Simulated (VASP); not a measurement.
# Br (Cmce) in VASP: a series of runs

The runs below take Br through relaxation of cell and atoms, with LDA, PBE+D3(BJ).

Everything below comes from runs of VASP 6.6.1. Logs are shortened: lines on timing, memory, paths and dates and some standing lists are left out, and cuts for length are marked.

**1. Starting point**

The structure is orthorhombic, space group Cmce (No. 64). Conventional cell: a = 4.867 Å, b = 3.308 Å, c = 7.590 Å, α = 90.00°, β = 90.00°, γ = 90.00°. Around Br (site symmetry m) lie 3 Br at 2.27 to 2.54 Å.

**2. Relaxation of cell and atoms, LDA, target pressure 72 GPa, at which the enthalpy is minimised**

The input, INCAR:

```
SYSTEM = Br
PREC = Accurate
ENCUT = 600
EDIFF = 1E-6
ISMEAR = 0
SIGMA = 0.03
LREAL = .FALSE.
LASPH = .TRUE.
NELM = 80
ALGO = Normal
ISIF = 3
LWAVE = .FALSE.
LCHARG = .FALSE.
IBRION = 2
NSW = 90
EDIFFG = -0.01
PSTRESS = 720.0
```

The input, KPOINTS:

```
Automatic mesh
0
G
  10 10 4
  0 0 0
```

The input, POSCAR:

```
Br
1.0
    2.4335000000     -1.6541500000      0.0000000000
    2.4335000000      1.6541500000      0.0000000000
    0.0000000000      0.0000000000      7.5901000000
Br
4
Direct
    0.1950000000      0.8050000000      0.6228400000
    0.8050000000      0.1950000000      0.3771600000
    0.3050000000      0.6950000000      0.1228400000
    0.6950000000      0.3050000000      0.8771600000
```

Potentials or basis: VASP PAW LDA potentials, release 64 (Br).

On the command line:

```bash
$ cat potpaw_LDA.64/Br/POTCAR > POTCAR
$ mpirun -np 1 vasp_std > vasp.out
```

OUTCAR:

```text
SYSTEM = Br
   PREC = Accurate
   ENCUT = 600
   EDIFF = 1E-6
   ISMEAR = 0
   LREAL = .FALSE.
   LASPH = .TRUE.
   NELM = 80
   ISIF = 3
   IBRION = 2
   NSW = 90
   EDIFFG = -0.01
   PSTRESS = 720.0

 ion  position               nearest neighbor table
   1  0.195  0.805  0.623-   2 2.27   4 2.54   4 2.54   2 2.75
   2  0.805  0.195  0.377-   1 2.27   3 2.54   3 2.54   1 2.75
   3  0.305  0.695  0.123-   4 2.27   2 2.54   2 2.54   4 2.75
   4  0.695  0.305  0.877-   3 2.27   1 2.54   1 2.54   3 2.75

  LATTYP: Found a base centered orthorhombic cell.
 ALAT       =     3.3083000000
 B/A-ratio  =     1.4711483239
 C/A-ratio  =     2.2942598918

  Lattice vectors:

 A1 = (  -2.4335000000,  -1.6541500000,   0.0000000000)
 A2 = (   2.4335000000,  -1.6541500000,   0.0000000000)
 A3 = (   0.0000000000,   0.0000000000,   7.5901000000)

Analysis of symmetry for initial positions (statically):
=====================================================================
 Subroutine PRICEL returns:
 Original cell was already a primitive cell.

 Routine SETGRP: Setting up the symmetry group for a
 base centered orthorhombic supercell.

 Subroutine GETGRP returns: Found  8 space group operations
 (whereof  4 operations were pure point group operations)
 out of a pool of  8 trial point group operations.

The static configuration has the point symmetry C_2h.
 The point group associated with its full space group is D_2h.

Analysis of symmetry for dynamics (positions and initial velocities):
=====================================================================
 Subroutine PRICEL returns:
 Original cell was already a primitive cell.

 Routine SETGRP: Setting up the symmetry group for a
 base centered orthorhombic supercell.

 Subroutine GETGRP returns: Found  8 space group operations
 (whereof  4 operations were pure point group operations)
 out of a pool of  8 trial point group operations.

The dynamic configuration has the point symmetry C_2h.
 The point group associated with its full space group is D_2h.

 Subroutine INISYM returns: Found  8 space group operations
 (whereof  4 operations are pure point group operations),
 and found     1 'primitive' translations

----------------------------------------------------------------------------------------

                                     Primitive cell

  volume of cell :      61.1060

  direct lattice vectors                    reciprocal lattice vectors
     2.433500000 -1.654150000  0.000000000     0.205465379 -0.302270048  0.000000000
     2.433500000  1.654150000  0.000000000     0.205465379  0.302270048  0.000000000
     0.000000000  0.000000000  7.590100000     0.000000000  0.000000000  0.131750570

  length of vectors
[... 84 lines left out ...]
   ENCUT  =  600.0 eV  44.10 Ry    6.64 a.u.   5.88  5.88 15.16*2*pi/ulx,y,z
   NELM   =     80;   NELMIN=  2; NELMDL= -5     # of ELM steps
   EDIFF  = 0.1E-05   stopping-criterion for ELM
   LREAL  =      F    real-space projection
   EDIFFG = -.1E-01   stopping-criterion for IOM
   NSW    =     90    number of steps for IOM
   IBRION =      2    ionic relax: 0-MD 1-quasi-New 2-CG
   NFREE  =      1    steps in history (QN), initial steepest desc. (CG)
   ISIF   =      3    stress and relaxation
   ISYM   =      2    0-nonsym 1-usesym 2-fastsym
   POTIM  = 0.5000    time-step for ionic-motion
   TEBEG  =    0.0;   TEEND  =   0.0 temperature during run
   PSTRESS=  720.0 pullay stress
   NELECT =      28.0000    total number of electrons
   NUPDOWN=      -1.0000    fix difference up-down
   EMIN   =  10.00;   EMAX   =-10.00  energy-range for DOS
   EFERMI =   0.00;   METHOD = LEGACY
   ISMEAR =     0;   SIGMA  =   0.03  broadening in eV -4-tet -1-fermi 0-gaus
   EFERMI_NEDOS =   21; number of points for ismear=-14 and -15
   IALGO  =     38    algorithm
   IMIX   =      4    mixing-type and parameters
     AMIX     =   0.40;   BMIX     =  1.00
     AMIX_MAG =   1.60;   BMIX_MAG =  1.00
  volume/ion in A,a.u.               =      15.28       103.09
  Fermi-wavevector in a.u.,A,eV,Ry     =   1.262117  2.385055 21.673253  1.592939
  Thomas-Fermi vector in A             =   2.395541
   LORBIT       =      0    0 simple, 1 ext, 2 COOP (PROOUT), +10 PAW based schemes
   GGA     = CA    functional components
   LHFCALC =     F    Hartree Fock is set to
   AEXX    =    0.0000 exact exchange contribution
   IVDW    =     0    specifies the selected vdW correction
   LEPSILON=     F    determine dielectric tensor
   LRPA    =     F    only Hartree local field effects (RPA)
 conjugate gradient relaxation of ions
 non-spin polarized calculation
 Gauss-broadening in eV      SIGMA  =   0.03
  energy-cutoff  :      600.00
  volume of cell :       61.11
 maximum number of plane-waves:      2076
   NGX = 11   NGY = 11   NGZ = 31

--------------------------------------- Ionic step        1  -------------------------------------------

 number of electron      27.9999997 magnetization

 Free energy of the ion-electron system (eV)
  ---------------------------------------------------
  ext. energy  EPLUGINS =         0.00000000
  ---------------------------------------------------
  free energy    TOTEN  =        -3.30521359 eV

  energy without entropy =       -3.30469824  energy(sigma->0) =       -3.30495592

 E-fermi :   9.7519     XC(G=0): -12.1543

 val. band max:        9.7211075556   @ k =   0.0000   0.0000   0.2500
 cond. band min:       9.7684281725   @ k =   0.2000   0.0000   0.0000
 fundamental gap:      0.0473206170
 Fermi energy:         9.7518709988

 k-point     1 :       0.0000    0.0000    0.0000
  band No.  band energies     occupation
      1     -11.5750      2.00000
      2      -9.5714      2.00000
      3      -8.9007      2.00000
      4      -4.1822      2.00000
      5      -0.0496      2.00000
      6       5.0086      2.00000
[... 610 lines left out ...]
  energy  without entropy=       -2.5045346072  energy(sigma->0) =       -2.50481856

  enthalpy is  TOTEN    =        24.0955728851 eV   P V=       26.6006754022

[... ionic steps 4 to 33 ...]

--------------------------------------- Ionic step       34  -------------------------------------------

 number of electron      27.9999996 magnetization

------------------------ aborting loop because EDIFF is reached ----------------------------------------
[... 75 lines left out ...]
--------------------------------------- Ionic step       36  -------------------------------------------

 number of electron      27.9999996 magnetization

 Free energy of the ion-electron system (eV)
  ---------------------------------------------------
  ext. energy  EPLUGINS =         0.00000000
  ---------------------------------------------------
  free energy    TOTEN  =        -2.08020907 eV

  energy without entropy =       -2.07948991  energy(sigma->0) =       -2.07984949

 E-fermi :  10.5019     XC(G=0): -12.4888

 val. band max:       10.4116670297   @ k =   0.1000   0.0000   0.2500
 cond. band min:      10.5041310900   @ k =   0.2000   0.1000   0.0000
 fundamental gap:      0.0924640603
 Fermi energy:        10.5018969656

 k-point     1 :       0.0000    0.0000    0.0000
  band No.  band energies     occupation
      1     -11.0080      2.00000
      2      -8.4760      2.00000
      3      -8.4758      2.00000
      4      -3.2225      2.00000
      5       1.5239      2.00000
      6       5.4899      2.00000
[... 530 lines left out ...]
  energy  without entropy=       -2.0794899088  energy(sigma->0) =       -2.07984949

  enthalpy is  TOTEN    =        23.8271310007 eV   P V=       25.9073400677

 reached required accuracy - stopping structural energy minimisation
```

OSZICAR:

```text
N       E                     dE             d eps       ncg     rms          rms(c)
DAV:   1     0.196865457190E+03    0.19687E+03   -0.14971E+04  3348   0.160E+03
DAV:   2     0.678177643714E+01   -0.19008E+03   -0.18668E+03  4726   0.257E+02
DAV:   3    -0.343680816171E+01   -0.10219E+02   -0.10081E+02  4076   0.675E+01
[... 289 lines left out ...]
       N       E                     dE             d eps       ncg     rms          rms(c)
DAV:   1    -0.208021838712E+01    0.89941E-02   -0.66028E-04  3364   0.157E-01    0.326E-02
DAV:   2    -0.208021200175E+01    0.63854E-05   -0.27248E-05  3568   0.351E-02    0.113E-02
DAV:   3    -0.208020923542E+01    0.27663E-05   -0.46059E-06  3316   0.126E-02    0.105E-02
DAV:   4    -0.208020906696E+01    0.16846E-06   -0.33725E-07  1704   0.362E-03
  36 F= 0.23827131E+02 E0= 0.23827491E+02  d E =-.903775E-05
```

Wall time 14 min (1 thread of AMD EPYC 9R45 (Zen 5), shared host); peak memory 0.22 GiB.

Results:

- Free energy: -2.0802 eV
- Relaxed volume: 14.41 Å³/atom
- Relaxed cell: a = 2.860 Å, b = 2.860 Å, c = 7.210 Å, α = 90.00°, β = 90.00°, γ = 77.84°
- Space group after relaxing (to 0.05 Å): I4/mmm (No. 139)
- Energy change on relaxing (the enthalpy is what falls): +306.3 meV/atom
- Ionic steps: 36
- Pressure after relaxing: 72.0 GPa
- Band gap on the k mesh: none (metal or under the smearing width)

Stress tensor (GPa, compression positive):
```
71.95  0.00  0.00
 0.00 72.02  0.00
 0.00  0.00 71.90
```

The path:
| step | energy change (eV) | largest force (eV/Å) | pressure (GPa) | volume (Å³) |
| --- | --- | --- | --- | --- |
| 1 | 0.0000 | 0.6858 | 64.55 | 61.11 |
| 2 | 2.9758 | 0.8345 | 98.67 | 55.04 |
| 3 | 0.8001 | 0.5986 | 73.79 | 59.19 |
| 4 | 0.7403 | 0.5149 | 71.25 | 59.23 |
| 5 | 0.7400 | 0.5218 | 71.22 | 59.23 |
| 6 | 0.9275 | 0.2183 | 72.67 | 58.71 |
| 7 | 1.0590 | 0.1745 | 73.70 | 58.40 |
| 8 | 1.3446 | 0.5052 | 76.16 | 57.76 |
| 9 | 1.1957 | 0.3077 | 74.86 | 58.09 |
| 10 | 0.9883 | 0.2770 | 72.10 | 58.50 |
| 11 | 0.8431 | 0.2639 | 70.15 | 58.80 |
| 12 | 0.5627 | 0.2299 | 66.79 | 59.41 |
| 13 | 0.5880 | 0.1788 | 67.07 | 59.33 |
| 14 | 0.6816 | 0.0988 | 68.17 | 59.07 |
| 15 | 0.7296 | 0.1349 | 68.76 | 58.96 |
| 16 | 0.8753 | 0.1343 | 70.40 | 58.62 |
| 17 | 1.2090 | 0.1513 | 74.22 | 57.86 |
| 18 | 1.2138 | 0.1613 | 74.08 | 57.82 |
| 19 | 1.2346 | 0.1053 | 73.43 | 57.72 |
| 20 | 1.3266 | 0.0858 | 72.68 | 57.47 |
| 21 | 1.2875 | 0.0759 | 72.77 | 57.56 |
| 22 | 1.3082 | 0.0790 | 72.67 | 57.51 |
| 23 | 1.1918 | 0.0151 | 71.25 | 57.75 |
| 24 | 1.1139 | 0.0409 | 70.27 | 57.92 |
| 25 | 1.2812 | 0.0532 | 72.49 | 57.53 |
| 26 | 1.3244 | 0.0567 | 73.06 | 57.43 |
| 27 | 1.2741 | 0.0292 | 72.58 | 57.54 |
| 28 | 1.2763 | 0.0303 | 72.60 | 57.54 |
| 29 | 1.1980 | 0.0200 | 71.60 | 57.71 |
| 30 | 1.2255 | 0.0232 | 71.95 | 57.65 |
| 31 | 1.2260 | 0.0171 | 71.97 | 57.65 |
| 32 | 1.2271 | 0.0218 | 71.99 | 57.65 |
| 33 | 1.2288 | 0.0170 | 72.00 | 57.64 |
| 34 | 1.2339 | 0.0023 | 72.08 | 57.63 |
| 35 | 1.2160 | 0.0027 | 71.85 | 57.67 |
| 36 | 1.2250 | 0.0007 | 71.96 | 57.65 |

Final structure:
```
CELL_PARAMETERS angstrom
2.22508 -1.79668 0.00000
2.22508 1.79668 0.00000
0.00000 0.00000 7.21031
ATOMIC_POSITIONS crystal
Br 0.24996 0.75004 0.62500
Br 0.75004 0.24996 0.37500
Br 0.25004 0.74996 0.12500
Br 0.74996 0.25004 0.87500
```

Levels at points of the mesh, in eV from the Fermi level:
```
           k point  band 10  band 11  band 12  band 13  band 14  band 15  band 16  band 17  band 18
(0.00, 0.00, 0.00)    -2.37    -2.19    -0.45    -0.45     1.58     2.71     2.73     2.82     4.50
(0.50, 0.00, 0.00)    -4.73    -1.41    -1.41    -1.22    -1.22     2.84     2.84     6.35     6.35
(0.50, 0.50, 0.00)    -6.19    -5.05    -4.94    -4.94    -2.26    -0.50    -0.47     2.78     4.45
(0.00, 0.00, 0.50)    -1.72     0.58     0.58     0.85     0.85     0.96     0.96     4.45     4.45
(0.50, 0.00, 0.50)    -2.00    -2.00    -2.00     0.42     0.42     0.42     0.42     7.63     7.63
(0.50, 0.50, 0.50)    -5.60    -4.66    -4.66    -3.02    -3.02    -2.53    -2.53     5.70     5.70
```

Caveat: the cell is relaxed towards a set pressure, so the enthalpy falls and the energy may rise.

**3. Relaxation of cell and atoms, LDA, target pressure 72 GPa, at which the enthalpy is minimised**

This run uses another cell than the first one, of 14.41 Å³/atom, 0.943 times its volume.

INCAR: that of step 2 with these lines changed.

```diff
@@ -3,3 +3,3 @@
 ENCUT = 600
-EDIFF = 1E-6
+EDIFF = 1E-7
 ISMEAR = 0
@@ -15,3 +15,3 @@
 NSW = 90
-EDIFFG = -0.01
+EDIFFG = -0.005
 PSTRESS = 720.0
```

KPOINTS is that of step 2.

The input, POSCAR:

```
Br                                      
1.0
    2.2250827400     -1.7966809962      0.0000000000
    2.2250827400      1.7966809962     -0.0000000000
    0.0000000000      0.0000000000      7.2103073405
  Br            
     4
Direct
     0.2499607631622012    0.7500392368377991    0.6250014932839304
     0.7500392368377991    0.2499607631622012    0.3749985067160700
     0.2500392368377988    0.7499607631622009    0.1250014932839300
     0.7499607631622009    0.2500392368377988    0.8749985067160696
```

Potentials or basis: VASP PAW LDA potentials, release 64 (Br).

On the command line:

```bash
$ cat potpaw_LDA.64/Br/POTCAR > POTCAR
$ mpirun -np 1 vasp_std > vasp.out
```

Run time: 91 s. Hardware: 1 thread of AMD EPYC 9R45 (Zen 5), shared host; peak memory 0.19 GiB.

The run converged. Its results:

| Item | Value |
| --- | --- |
| Free energy | -2.0759 eV |
| Relaxed volume | 14.41 Å³/atom |
| Relaxed cell | a = 2.860 Å, b = 2.860 Å, c = 7.208 Å, α = 90.00°, β = 90.00°, γ = 77.86° |
| Space group after relaxing (to 0.05 Å) | I4/mmm (No. 139) |
| Energy change on relaxing (the enthalpy is what falls) | +1.0 meV/atom |
| Ionic steps | 4 |
| Pressure after relaxing | 72.0 GPa |
| Band gap on the k mesh | none (metal or under the smearing width) |

Step by step:
| step | energy change (eV) | largest force (eV/Å) | pressure (GPa) | volume (Å³) |
| --- | --- | --- | --- | --- |
| 1 | 0.0000 | 0.0007 | 71.96 | 57.65 |
| 2 | 0.0128 | 0.0006 | 72.12 | 57.62 |
| 3 | 0.0065 | 0.0006 | 72.04 | 57.64 |
| 4 | 0.0039 | 0.0006 | 72.01 | 57.64 |

Final structure:
```
Br
1.0
     2.22485   -1.79730    0.00000
     2.22485    1.79730    0.00000
     0.00000    0.00000    7.20751
Br
4
Direct
  0.24997 0.75003 0.62500
  0.75003 0.24997 0.37500
  0.25003 0.74997 0.12500
  0.74997 0.25003 0.87500
```

Levels at points of the mesh, in eV from the Fermi level:
```csv
k point,band 12,band 13,band 14,band 15,band 16,band 17
"(0.00, 0.00, 0.00)",-0.46,-0.46,1.58,2.72,2.73,2.82
"(0.50, 0.00, 0.00)",-1.41,-1.22,-1.22,2.84,2.84,6.35
"(0.50, 0.50, 0.00)",-4.94,-4.94,-2.26,-0.50,-0.47,2.78
"(0.00, 0.00, 0.50)",0.58,0.85,0.85,0.96,0.96,4.45
"(0.50, 0.00, 0.50)",-2.00,0.42,0.42,0.42,0.42,7.63
"(0.50, 0.50, 0.50)",-4.66,-3.02,-3.02,-2.53,-2.53,5.71
```

Caveat: the cell is relaxed towards a set pressure, so the enthalpy falls and the energy may rise.

(Continued in part 2 of 3.)
